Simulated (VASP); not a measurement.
# HfN (Fm-3m) in VASP: a series of runs, part 2 of 2

VASP 6.6.1.

### 3 Band structure, r2SCAN, spin-orbit coupling, no magnetisation

Contents of INCAR:

```
PREC     = Accurate       # precision mode
ENCUT    = 520            # plane-wave cutoff, eV
EDIFF    = 1E-6           # SCF threshold, eV
ISMEAR   = -1             # smearing method
SIGMA    = 0.05           # smearing width, eV
LREAL    = F              # projectors in reciprocal space
LASPH    = T              # aspherical terms in the spheres
NELM     = 100            # most SCF steps
ALGO     = Normal         # electronic algorithm
ISIF     = 2              # what is computed and relaxed
LWAVE    = F              # write WAVECAR
LCHARG   = F              # write CHGCAR
MAGMOM   = 0 0 0 0 0 0    # initial moments
LORBIT   = 11             # projections on sites
LSORBIT  = T              # spin-orbit coupling
GGA_COMPAT= F            
LMAXMIX  = 4              # l up to which the mixer works
METAGGA  = R2SCAN         # meta-GGA
LMIXTAU  = T            
NBANDS   = 27             # bands
```

Contents of KPOINTS:

```
Automatic mesh
0
Gamma
  7 7 7
```

Contents of POSCAR:

```
HfN
1.0
    0.0000000000      2.2560000000      2.2560000000
    2.2560000000      0.0000000000      2.2560000000
    2.2560000000      2.2560000000      0.0000000000
Hf N
1 1
Direct
    0.0000000000      0.0000000000      0.0000000000
    0.5000000000      0.5000000000      0.5000000000
```

Contents of KPOINTS_OPT:

```
path GXWKGLUWLK,UX
15
line-mode
reciprocal
 0.0000000000  0.0000000000  0.0000000000  G
 0.5000000000  0.0000000000  0.5000000000  X

 0.5000000000  0.0000000000  0.5000000000  X
 0.5000000000  0.2500000000  0.7500000000  W

 0.5000000000  0.2500000000  0.7500000000  W
 0.3750000000  0.3750000000  0.7500000000  K

 0.3750000000  0.3750000000  0.7500000000  K
 0.0000000000  0.0000000000  0.0000000000  G

 0.0000000000  0.0000000000  0.0000000000  G
 0.5000000000  0.5000000000  0.5000000000  L

 0.5000000000  0.5000000000  0.5000000000  L
 0.6250000000  0.2500000000  0.6250000000  U

 0.6250000000  0.2500000000  0.6250000000  U
 0.5000000000  0.2500000000  0.7500000000  W

 0.5000000000  0.2500000000  0.7500000000  W
 0.5000000000  0.5000000000  0.5000000000  L

 0.5000000000  0.5000000000  0.5000000000  L
 0.3750000000  0.3750000000  0.7500000000  K

 0.6250000000  0.2500000000  0.6250000000  U
 0.5000000000  0.0000000000  0.5000000000  X
```

Potentials or basis: VASP PAW PBE potentials, release 64 (Hf_pv, N).

Launch:

```console
cat potpaw_PBE.64/Hf_pv/POTCAR potpaw_PBE.64/N/POTCAR > POTCAR
mpirun -np 1 vasp_ncl > vasp.out
```

OUTCAR:

```text
PREC = Accurate
   ENCUT = 520
   EDIFF = 1E-6
   ISMEAR = -1
   LREAL = F
   LASPH = T
   NELM = 100
   ISIF = 2
   LORBIT = 11
   LSORBIT = T
   METAGGA = R2SCAN

 ion  position               nearest neighbor table
   1  0.000  0.000  0.000-   2 2.26   2 2.26   2 2.26   2 2.26   2 2.26   2 2.26
   2  0.500  0.500  0.500-   1 2.26   1 2.26   1 2.26   1 2.26   1 2.26   1 2.26

  LATTYP: Found a face centered cubic cell.
 ALAT       =     4.5120000000

  Lattice vectors:

 A1 = (   0.0000000000,   2.2560000000,   2.2560000000)
 A2 = (   2.2560000000,   0.0000000000,   2.2560000000)
 A3 = (   2.2560000000,   2.2560000000,   0.0000000000)

Analysis of symmetry for initial positions (statically):
=====================================================================
 Subroutine PRICEL returns:
 Original cell was already a primitive cell.

 Routine SETGRP: Setting up the symmetry group for a
 face centered cubic supercell.

 Subroutine GETGRP returns: Found 48 space group operations
 (whereof 48 operations were pure point group operations)
 out of a pool of 48 trial point group operations.

The static configuration has the point symmetry O_h .

Analysis of symmetry for dynamics (positions and initial velocities):
=====================================================================
 Subroutine PRICEL returns:
 Original cell was already a primitive cell.

 Routine SETGRP: Setting up the symmetry group for a
 face centered cubic supercell.

 Subroutine GETGRP returns: Found 48 space group operations
 (whereof 48 operations were pure point group operations)
 out of a pool of 48 trial point group operations.

The dynamic configuration has the point symmetry O_h .

Analysis of structural, dynamic, and magnetic symmetry:
=====================================================================
 Subroutine PRICEL returns:
 Original cell was already a primitive cell.

 Routine SETGRP: Setting up the symmetry group for a
[... 783 lines left out ...]
      2.25600      2.25600      2.25600         0.000000     -0.000000      0.000000
 -----------------------------------------------------------------------------------
    total drift:                               -0.000000     -0.000000     -0.000000

  FREE ENERGIE OF THE ION-ELECTRON SYSTEM (eV)
  ---------------------------------------------------
  free  energy   TOTEN  =       -58.8483983988 eV

  energy  without entropy=      -58.8416176897  energy(sigma->0) =      -58.84500804

 Spin-Orbit-Coupling matrix elements

 Ion:    1  E_soc:     -1.2491932
 l=   1
     0.0000000    -0.2003921    -0.2003921
    -0.2003921     0.0000000    -0.2003921
    -0.2003921    -0.2003921     0.0000000
 l=   2
     0.0000000    -0.0026147     0.0000000    -0.0026147    -0.0051920
    -0.0026147     0.0000000    -0.0038940    -0.0026147    -0.0012980
     0.0000000    -0.0038940     0.0000000    -0.0038940     0.0000000
    -0.0026147    -0.0026147    -0.0038940     0.0000000    -0.0012980
    -0.0051920    -0.0012980     0.0000000    -0.0012980     0.0000000
 l=   3
     0.0000000     0.0000000     0.0000000     0.0000000     0.0000000     0.0000000     0.0000000
     0.0000000     0.0000000     0.0000000     0.0000000     0.0000000     0.0000000     0.0000000
     0.0000000     0.0000000     0.0000000     0.0000000     0.0000000     0.0000000     0.0000000
     0.0000000     0.0000000     0.0000000     0.0000000     0.0000000     0.0000000     0.0000000
     0.0000000     0.0000000     0.0000000     0.0000000     0.0000000     0.0000000     0.0000000
     0.0000000     0.0000000     0.0000000     0.0000000     0.0000000     0.0000000     0.0000000
     0.0000000     0.0000000     0.0000000     0.0000000     0.0000000     0.0000000     0.0000000

 Ion:    2  E_soc:     -0.0003684
 l=   1
     0.0000000    -0.0000614    -0.0000614
    -0.0000614     0.0000000    -0.0000614
    -0.0000614    -0.0000614     0.0000000
 l=   2
     0.0000000     0.0000000     0.0000000     0.0000000     0.0000000
     0.0000000     0.0000000     0.0000000     0.0000000     0.0000000
     0.0000000     0.0000000     0.0000000     0.0000000     0.0000000
     0.0000000     0.0000000     0.0000000     0.0000000     0.0000000
     0.0000000     0.0000000     0.0000000     0.0000000     0.0000000
 l=   3
     0.0000000     0.0000000     0.0000000     0.0000000     0.0000000     0.0000000     0.0000000
     0.0000000     0.0000000     0.0000000     0.0000000     0.0000000     0.0000000     0.0000000
     0.0000000     0.0000000     0.0000000     0.0000000     0.0000000     0.0000000     0.0000000
     0.0000000     0.0000000     0.0000000     0.0000000     0.0000000     0.0000000     0.0000000
     0.0000000     0.0000000     0.0000000     0.0000000     0.0000000     0.0000000     0.0000000
     0.0000000     0.0000000     0.0000000     0.0000000     0.0000000     0.0000000     0.0000000
     0.0000000     0.0000000     0.0000000     0.0000000     0.0000000     0.0000000     0.0000000

 total charge

# of ion       s       p       d       tot
------------------------------------------
    1        0.293   6.624   1.756   8.673
    2        1.244   2.538   0.000   3.782
--------------------------------------------------
tot          1.537   9.162   1.756  12.455

 magnetization (x)

# of ion       s       p       d       tot
------------------------------------------
    1        0.000   0.000   0.000   0.000
    2        0.000   0.000   0.000   0.000
--------------------------------------------------
tot          0.000   0.000   0.000   0.000

 magnetization (y)

# of ion       s       p       d       tot
------------------------------------------
    1       -0.000   0.000   0.000  -0.000
    2        0.000   0.000   0.000   0.000
--------------------------------------------------
tot         -0.000   0.000   0.000  -0.000

 magnetization (z)

# of ion       s       p       d       tot
------------------------------------------
    1        0.000   0.000   0.000   0.000
    2        0.000   0.000   0.000   0.000
--------------------------------------------------
tot          0.000   0.000   0.000   0.000
```

It took 3 min on 1 thread of Intel Xeon 6975P-C (Granite Rapids), shared host; peak memory 0.23 GiB.

Results:

```
Free energy                                           : -58.8484 eV
Pressure                                              : 0.3 GPa
Valence electrons inside the program's atomic spheres : Hf 8.67; N 3.78
```

Caveat: the PAW data sets were made with another functional, which shifts forces and pressure a little.

### 4 For comparison

An earlier run on the cell as given: functional PBEsol; potentials or basis VASP PAW PBE potentials, release 64 (Hf_pv, N); cutoff 520 eV; k mesh 10 × 10 × 10; occupations fermi-dirac, width 0.05 eV; no spin polarisation.

- Pressure: -4.1 GPa
- Band gap on the k mesh: none (metal or under the smearing width)

### 5 Overview

```tsv
task	level	spin	k mesh	ladder	pressure (GPa)
band structure	r2SCAN	off	10 × 10 × 10	-	-0.1
band structure	r2SCAN	SOC, no magnetisation	7 × 7 × 7	-	0.3
single point	PBEsol	off	10 × 10 × 10	free	-4.1
```

Alike in all rows: potentials or basis VASP PAW PBE potentials, release 64 (Hf_pv, N); cell as given; cutoff (eV) 520; smearing fermi-dirac 0.05 eV.

The pressure there spans -4.1 GPa (PBEsol) to 0.3 GPa (r2SCAN); a positive pressure means that this level wants a larger cell, a negative one a smaller.

Caveats: the PAW data sets were made with another functional, which shifts forces and pressure a little; spin-orbit coupling is left out, which moves the levels of the heavy elements (some runs).

Total energies depend on the potentials used, so only differences within one code and one set of settings carry meaning.
